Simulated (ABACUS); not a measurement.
## MgO: single point with PW91

**What was measured.**

From “Electronic structure of alkaline earth and post-transition metal oxides”, 2009, arxiv:0908.1581, for a bulk crystal of MgO: band gap 7.83 eV.

Crystal: MgO.

```
Mg O
1.0
     0.00000    2.09700    2.09700
     2.09700    0.00000    2.09700
     2.09700    2.09700    0.00000
Mg O
1 1
Direct
  0.00000 0.00000 0.00000
  0.50000 0.50000 0.50000
```

The cell is a database's computed one.

* Program: ABACUS 3.10.1
* Task: single point
* Functional: PW91
* Potentials or basis: PseudoDojo NC SR 0.5 PBE stringent
* Cutoff: 1252 eV
* Density cutoff: 5007 eV
* Basis: plane waves
* k mesh: 9 × 9 × 9
* Occupations: fermi-dirac, width 0.05 eV
* Spin: no spin polarisation
* Radial cutoff of the potentials (pseudo_rcut): 10 bohr
* SCF threshold on the density: 1e-08
* Max SCF steps: 100
* Eigensolver: dav
* Mixing: broyden
* Mixing share: 0.7
* Symmetry key: 1
* Bands: 18

The pressure is 6.6 GPa and the band gap on the k mesh is 4.92 eV, direct.

Levels at points of the mesh, in eV from the valence-band top:
| k point | band 6 | band 7 | band 8 | band 9 | band 10 | band 11 |
| --- | --- | --- | --- | --- | --- | --- |
| (0.00, 0.00, 0.00) | 0.00 | 0.00 | 0.00 | 4.92 | 16.04 | 16.04 |

Run time: 6.7 s on 4 MPI ranks on Intel(R) Xeon(R) 6975P-C (Granite Rapids), on a shared host, peak memory 0.36 GiB a rank.

Measured gap of MgO: 7.83 eV (quoted in “Electronic structure of alkaline earth and post-transition metal oxides”, 2009, arxiv:0908.1581). This calculation gives 4.92 eV (-2.91 eV). The value is that of PW91, without temperature or zero-point motion. Semilocal functionals fall short of measured gaps as a rule. The cell is a database's relaxed one, not the measured one, which moves gaps too.

Caveat: the potentials were made for another functional, which shifts forces and pressure.
